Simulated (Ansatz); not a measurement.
# LiBr (Fm-3m): converging the G0W0 gap, part 2 of 2

Wanted: a G0W0 gap for LiBr (Fm-3m) that is converged in bands and cutoff, or an estimate of the limit.

Ansatz 0.2.0; G0W0 on PBE, plane waves, PAW; PAW set soft_1. Known limits of the many-body steps: not at the basis limit; no spin-orbit coupling; coarse k mesh.

So far. Step 4 (267 empty bands, screening to 200 eV): Against the run with 6×6×6 mesh, 124 empty bands, screening to 120 eV, PAW set soft_1 files, the gap moves by +0.13 eV. Step 5 (Changing the k mesh: 4×4×4 mesh, 124 empty bands …): Against the run with 6×6×6 mesh, 124 empty bands, screening to 120 eV, PAW set soft_1 files, the gap moves by −0.006 eV.

### 6. Changing the frequency model: 6×6×6 mesh, 124 empty bands, screening to 120 eV, plasmon pole, PAW set soft_1 files

A plasmon pole stands in for the full frequency dependence of the screening; this run shows what that costs in accuracy.

input.yaml reads:

```yaml
crystal:
  lattice:
    - [0.0, 2.75065, 2.75065]
    - [2.75065, 0.0, 2.75065]
    - [2.75065, 2.75065, 0.0]
  atoms:
    - { symbol: Li, position: [0.0, 0.0, 0.0] }
    - { symbol: Br, position: [0.5, 0.5, 0.5] }
kpoints:
  mp_grid: { grid: [6, 6, 6] }
hamiltonian:
  xc: pbe
  pseudopotentials: { kind: paw, azcp: { folder: soft_1 } }
scf:
  occupations: { method: fixed }
gw:
  n_empty_bands: 124
  ecut_chi: 120
  qp_bands: [v2, c2]
  qp_kpoints: band_edges
  screening: { model: godby_needs }
```

On the command line:

```
$ ansatz run input.yaml --threads 24 --pin off --max-ram 82944MiB --backend cuda --events-out ev --progress --plain --runs-dir out --devices 1 --max-vram 78GiB
```

Numbers of over 12 decimals in the logs are rounded to 6 here.

What it wrote:

```text
GPUs: using 1 of 1 available (devices: 1).
[...]
GPU FFT provider: cuFFT
GPU libraries: cuBLAS 13.8.1, cuFFT 12.4.0, cuSOLVER 12.3.2
[...]
Crystal: 2 atoms, lattice volume = 41.623 Å³
Basis set: ecut = 420 eV, 869 PW (Γ)
Bands: 9, of which v1, the nominal top of the filled ones, is band 5 counted from 1 (4 counted from 0)
Symmetry: 48 space group operations
[...]
k-points: 16 of 216
[...]
1     7     11.6253    -4.7398    -3.8987    -9.4092  0.8290    12.3990    12.3960  root
[...]
14     4      0.2888   -18.0684     2.5260   -13.8781  0.8020    -1.4047    -1.3756  root
    14     5      1.2181   -19.0038     2.3240   -15.1248  0.8033    -0.3558    -0.3368  root
    14     6      9.7268    -4.6929    -3.7584    -9.2420  0.8351    10.5220    10.5176  root
    14     7      9.9356    -5.2927    -3.7401    -9.8403  0.8321    10.7477    10.7430  root
[key lines of the parts left out:]
SCF converged after 6 iterations
Free energy (F): -2990.973283 eV
Fermi energy:    2.048908 eV
```

The job ended after 3.9 s (1 × NVIDIA GB200 (shared by 2 runs) with 24 threads of Arm Neoverse V2, shared host; peak memory 1.2 GiB).

This step gave:

| Quantity | Value |
| --- | --- |
| bands summed | 129 |
| plasmon-pole fit frequency | 18.20 eV |
| RPA ε∞ on this mesh (eigenvalues) | 3.164, 3.164, 3.164 |
| plane waves in the screening matrix | 137 |
| G0W0 gap on the mesh | 7.040 eV |
| k of the valence top | 0, 0, 0 |
| k of the conduction bottom | 0, 0, 0 |
| starting gap on the mesh | 4.939 eV |
| least direct G0W0 gap on the computed points | 7.040 eV |

Against the run with 6×6×6 mesh, 124 empty bands, screening to 120 eV, PAW set soft_1 files, the gap moves by −0.03 eV.

### 7. Changing the files: 6×6×6 mesh, 124 empty bands, screening to 120 eV, hard PAW files

Other atomic data (hard PAW) test the pseudisation: the cutoff goes from 420 to 780 eV and the valence electrons from 10 to 20, which opens shells that were frozen.

This step: G0W0 on PBE, plane waves, PAW.

input.yaml, the sections that differ from step 6:

```yaml
hamiltonian:
  xc: pbe
  pseudopotentials: { kind: paw, source: ansatz }
gw:
  n_empty_bands: 124
  ecut_chi: 120
  qp_bands: [v2, c2]
  qp_kpoints: band_edges
  screening: { model: contour_deformation }
# crystal, kpoints, scf: as in step 6
```

What it wrote:

```text
GPUs: using 1 of 1 available (devices: 1).
[...]
Crystal: 2 atoms, lattice volume = 41.623 Å³
Basis set: ecut = 780 eV, 2085 PW (Γ)
Bands: 14, of which v1, the nominal top of the filled ones, is band 10 counted from 1 (9 counted from 0)
Symmetry: 48 space group operations
[...]
k-points: 16 of 216
[...]
1    12     13.2643    -4.7481    -3.9521    -9.4194  0.8214    13.9895    13.9835  root
[...]
14     9      1.9267   -18.0753     2.4947   -13.8820  0.7896     0.1883     0.2281  root
    14    10      2.8558   -19.0103     2.2670   -15.1287  0.7967     1.2102     1.2413  root
    14    11     11.3647    -4.6887    -3.8096    -9.2439  0.8302    12.1158    12.1103  root
    14    12     11.5726    -5.3022    -3.7793    -9.8520  0.8266    12.3491    12.3431  root
[key lines of the parts left out:]
SCF converged after 6 iterations
Free energy (F): -6344.760918 eV
Fermi energy:    3.686338 eV
```

The job ended after 4.6 s (1 × NVIDIA GB200 (shared by 2 runs) with 24 threads; peak memory 1.2 GiB).

Numbers from this step:

- bands summed: 134
- RPA ε∞ on this mesh (eigenvalues): 3.165, 3.165, 3.165
- plane waves in the screening matrix: 137
- G0W0 gap on the mesh: 7.079 eV
- k of the valence top: 0, 0, 0
- k of the conduction bottom: 0, 0, 0
- starting gap on the mesh: 4.936 eV
- least direct G0W0 gap on the computed points: 7.079 eV

Against the run with 6×6×6 mesh, 124 empty bands, screening to 120 eV, PAW set soft_1 files, the gap moves by +0.010 eV.

### 8. Convergence and cost

Times are wall times on 1 × NVIDIA GB200 (shared by 2 runs) with 24 threads of Arm Neoverse V2, shared host, good to a factor of about two.

```
 mesh           files            frequency  bands summed  cutoff (eV)  start (eV)  G0W0 (eV)   time  host memory (GiB)
6×6×6  PAW set soft_1  contour deformation            48           60       4.939      6.814  3.1 s                1.1
6×6×6  PAW set soft_1  contour deformation           129          120       4.939      7.069  3.7 s                1.1
6×6×6  PAW set soft_1  contour deformation           272          200       4.939      7.200  7.9 s                1.2
4×4×4  PAW set soft_1  contour deformation           129          120       4.936      7.063  1.9 s                1.1
6×6×6  PAW set soft_1         plasmon pole           129          120       4.939      7.040  3.9 s                1.2
6×6×6        hard PAW  contour deformation           134          120       4.936      7.079  4.6 s                1.2
```

How the two edges are built up, in eV (the quasiparticle level is the starting level plus Σx plus Σc less Vxc):

```csv
run,edge,start,Σx,Σc,Vxc,Z,QP
48 bands,valence top,2.05,-19.86,2.47,-16.26,0.81,0.92
48 bands,conduction bottom,6.99,-6.26,-3.39,-10.40,0.84,7.73
129 bands,valence top,2.05,-19.86,2.10,-16.26,0.80,0.55
129 bands,conduction bottom,6.99,-6.26,-3.50,-10.40,0.84,7.62
272 bands,valence top,2.05,-19.86,1.91,-16.26,0.80,0.36
272 bands,conduction bottom,6.99,-6.26,-3.56,-10.40,0.84,7.56
```

### 9. Summary of results

```yaml
48_bands_60_ev: 6.814 eV
129_bands_120_ev: 7.069 eV
272_bands_200_ev: 7.200 eV
estimated_limit_in_bands_and_cutoff: 7.32 eV
mesh_and_start: 6×6×6, PBE
```

What this shows: A line in one over the bands through the two highest rungs gives 7.32 eV, +0.12 eV from the top rung; the pair below gives 7.22 eV, so the estimate is still climbing. The rungs stand 0.50 eV (48 bands), 0.25 eV (129 bands) and 0.12 eV (272 bands) from it. From 48 to 272 bands the gap moves by +0.39 eV while the time grows 2.5-fold. Σc changes by −0.56 eV at the valence top and −0.17 eV at the conduction bottom, so the valence edge carries most of the change. On the 4×4×4 mesh in place of 6×6×6 the gap differs by −0.01 eV, of which −0.003 eV is already in the start. The plasmon-pole model gives −0.03 eV against contour deformation, 1 % of the correction, and saved no time in this program. Hard PAW files move the gap by +0.01 eV at equal bands and cutoff, −0.003 eV of it in the start. The many-body steps are scalar-relativistic: spin-orbit coupling is not in them.

[Paths, hosts, dates, memory and timing lines, banners, echoed tables and standing remarks are left out of the program output.]

[Logs are printed without paths, hosts, clocks, repeated set-up lines and the standing remarks that a program may print on its own settings, such as how far it seeks lower states.]

[Runs of the session that timed out or met a known fault of the program may be left out.]

[Cells called generated may have been cut or substituted from an entry of the Crystallography Open Database or the Materials Project.]

[Hosts, paths, dates, database ids (printed as entryN), source tags and the programs' standing remarks are cut or masked in the printed files.]
